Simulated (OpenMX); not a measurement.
Crystal: PbS (Galena).

```
Pb S
1.0
     0.00000    2.96575    2.96575
     2.96575    0.00000    2.96575
     2.96575    2.96575    0.00000
Pb S
1 1
Direct
  0.00000 0.00000 0.00000
  0.50000 0.50000 0.50000
```

Base run:

```yaml
Program: OpenMX 3.8.5
Functional: PBE
Potentials_or_basis: OpenMX 2013 PBE set, Pb8.0-s3p2d2f1, S7.0-s2p2d1f1, grid cutoff 500 Ry
k_mesh: 9 × 9 × 9
Occupations: fermi-dirac, width 0.05 eV
Spin: no spin polarisation
```

Its results: pressure 2.9 GPa.

**Question.** After a change of settings the same cell gave: pressure -2.1 GPa. Which change was it?
A. potentials or basis from OpenMX 2013 PBE set, Pb8.0-s3p2d2f1, S7.0-s2p2d1f1, grid cutoff 500 Ry to OpenMX 2013 PBE set, Pb8.0-s3p2d2f2, S7.0-s3p2d2f1, grid cutoff 500 Ry
B. potentials or basis from OpenMX 2013 PBE set, Pb8.0-s3p2d2f1, S7.0-s2p2d1f1, grid cutoff 500 Ry to OpenMX 2013 PBE set, Pb8.0-s3p2d2, S7.0-s2p2d1, grid cutoff 500 Ry
C. functional from PBE to LDA; potentials or basis from OpenMX 2013 PBE set, Pb8.0-s3p2d2f1, S7.0-s2p2d1f1, grid cutoff 500 Ry to OpenMX 2013 LDA set, Pb8.0-s3p2d2f1, S7.0-s2p2d1f1, grid cutoff 500 Ry

**Answer.** C.

Caveats: the basis of atomic orbitals isn't converged, which shifts pressures, moduli and gaps.

Not every run made on this cell is shown here.
